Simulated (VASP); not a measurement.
Runs of VASP 6.6.1 on Al. The structure is cubic, space group Fm-3m (No. 225). The conventional cell has a = 4.050 Å, b = 4.050 Å, c = 4.050 Å, α = 90.00°, β = 90.00°, γ = 90.00°. Around Al (site symmetry m-3m) lie 12 Al at 2.86 Å. 

```tsv
level	grid for exact exchange (PRECFOCK)	pressure (GPa)
B3LYP	Fast	(a)
PBEsol0	Normal	-2.1
r2SCANh	Fast	-3.2
r2SCAN50	Fast	-2.7
```

Alike in all rows: task band structure; potentials or basis VASP PAW PBE potentials, release 64 (Al); no spin polarisation; cell as given; k mesh 6 × 6 × 6; cutoff (eV) 520; smearing fermi-dirac 0.05 eV; the mesh is coarse, so values aren't converged.

Question: Estimate the missing entries.

Answer: (a) 1.9.

Caveats: all runs use coarse meshes; an unscreened hybrid on a path of extra k points without a Coulomb cutoff has errors near the mesh points, so the bands along the path aren't reliable; the PAW data sets were made with another functional, which shifts forces and pressure a little.
